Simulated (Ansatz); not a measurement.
# PbTe: band gap under strain

Aim: follow the gap of PbTe (rocksalt) through these states: no strain; -1.0 % biaxial strain in x and y, free along z; +4.0 % equal strain in all directions. The table at the end shows which levels were run.

Code: Ansatz 0.2.0. PAW datasets, plane waves. The values are computed, spin-unpolarised, and not measurements.

## 1. The system as given

The unstrained cell was relaxed with r2SCAN; in each strained cell the atoms were relaxed again with r2SCAN. Names of k-points are those of the unstrained zone, where strain can split equivalent points. First state: no strain.

Space group Fm-3m (No. 225), cubic; conventional cell a = 6.536 Å, 34.90 Å³ an atom. Near Pb stand 6 Te at 3.27 Å; near Te stand 6 Pb at 3.27 Å.

Structure file:

```cif
data_structure
_symmetry_space_group_name_H-M 'Fm-3m'
_symmetry_Int_Tables_number 225
_cell_length_a 6.5357
_cell_length_b 6.5357
_cell_length_c 6.5357
_cell_angle_alpha 90.000
_cell_angle_beta 90.000
_cell_angle_gamma 90.000
_cell_volume 279.17
loop_
_atom_site_label
_atom_site_type_symbol
_atom_site_symmetry_multiplicity
_atom_site_Wyckoff_symbol
_atom_site_fract_x
_atom_site_fract_y
_atom_site_fract_z
_atom_site_occupancy
Pb1 Pb 4 a 0.00000 0.00000 0.00000 1
Te1 Te 4 b 0.50000 0.00000 0.00000 1
```

## 2. No strain: PBE

input.yaml

```yaml
crystal:
  lattice:
    - [0.0, 3.2678368466, 3.2678368466]
    - [3.2678368466, 0.0, 3.2678368466]
    - [3.2678368466, 3.2678368466, 0.0]
  atoms:
    - { symbol: Pb, position: [0.0, 0.0, 0.0] }
    - { symbol: Te, position: [0.5, 0.5, 0.5] }
kpoints:
  mp_grid: { grid: [8, 8, 8] }
  band_path:
    path:
      - [0.0, 0.0, 0.0]
      - [0.5, 0.0, 0.5]
      - [0.625, 0.25, 0.625]
      - [0.375, 0.375, 0.75]
      - [0.5, 0.5, 0.5]
      - [0.5, 0.25, 0.75]
    npoints: 1
hamiltonian:
  xc: pbe
scf:
  occupations: { method: fermi_dirac, width: 0.02 }
  n_extra_bands: 4
output:
  forces: true
  stress: true
  eigenvalues: true
```

Further steps of the session: No strain: r2SCAN; No strain: HSE06; No strain: G0W0@PBE; -1.0 % biaxial strain in x and y, free along z: PBE; -1.0 % biaxial strain in x and y, free along z: r2SCAN; -1.0 % biaxial strain in x and y, free along z: HSE06; -1.0 % biaxial strain in x and y, free along z: G0W0@PBE; +4.0 % equal strain in all directions: PBE; +4.0 % equal strain in all directions: r2SCAN; +4.0 % equal strain in all directions: HSE06; +4.0 % equal strain in all directions: G0W0@PBE.

Before running it: what results should come out?

The runs gave:

Least gap in eV (negative: overlap), with the change from the unstrained cell in brackets. G0W0 is on its own coarse mesh.

```
                                         state  volume change (%)           PBE        r2SCAN         HSE06          G0W0
                                     no strain               +0.0          0.80          1.09          1.20          1.05
-1.0 % biaxial strain in x and y, free along z               -1.9  0.76 (-0.04)  1.04 (-0.05)  1.15 (-0.05)  1.00 (-0.05)
         +4.0 % equal strain in all directions              +12.5  0.98 (+0.18)  1.28 (+0.19)  1.42 (+0.22)  1.27 (+0.22)
```

With HSE06, of the states in the table +4.0 % equal strain in all directions shifts the gap most, by +0.222 eV. PBE and HSE06 differ by 0.40 eV on the unstrained gap, and by at most 0.04 eV on its change: PBE follows the response to strain far better than the gap itself. Spin-orbit coupling is left out of the table, though the cell holds Pb (Z = 82); in an element this heavy it can shift bands and gaps by tenths of an eV. No extrapolation in bands, cutoff or mesh was made for G0W0.
